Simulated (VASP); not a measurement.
SrCl2:

```xyz
3
Lattice="0.0000 3.4997 3.4997 3.4997 0.0000 3.4997 3.4997 3.4997 0.0000" Properties=species:S:1:pos:R:3 pbc="T T T"
Sr    0.0000    0.0000    0.0000
Cl    5.2496    5.2496    5.2496
Cl    1.7499    1.7499    1.7499
```

The cell is a database's computed one.

```yaml
Program: VASP 6.6.1
Task: relaxation of cell and atoms
Functional: PBEsol
Potentials_or_basis: VASP PAW PBE potentials, release 64 (Sr_sv, Cl)
Cutoff: 600 eV
k_mesh: 6 × 6 × 6
Occupations: gaussian, width 0.02 eV
Spin: no spin polarisation
```

At the start: pressure -1.2 GPa; volume 28.58 Å³/atom.

Question: How do energy, volume and symmetry change on relaxing?

Answer: Over 3 steps the energy falls by 3.9 meV/atom and the volume is 27.60 Å³/atom (-3.4 %); space group Fm-3m (No. 225, to 0.05 Å).

The path:
| step | energy change (eV) | largest force (eV/Å) | pressure (GPa) | volume (Å³) |
| --- | --- | --- | --- | --- |
| 1 | 0.0000 | 0.0000 | -1.23 | 85.73 |
| 2 | -0.0115 | 0.0000 | -0.11 | 83.04 |
| 3 | -0.0116 | 0.0000 | 0.00 | 82.80 |

Final structure:
```
Sr Cl
1.0
     0.00000    3.45936    3.45936
     3.45936    0.00000    3.45936
     3.45936    3.45936    0.00000
Sr Cl
1 2
Direct
  0.00000 0.00000 0.00000
  0.75000 0.75000 0.75000
  0.25000 0.25000 0.25000
```

Caveat: the PAW data sets were made with another functional, which shifts forces and pressure a little.
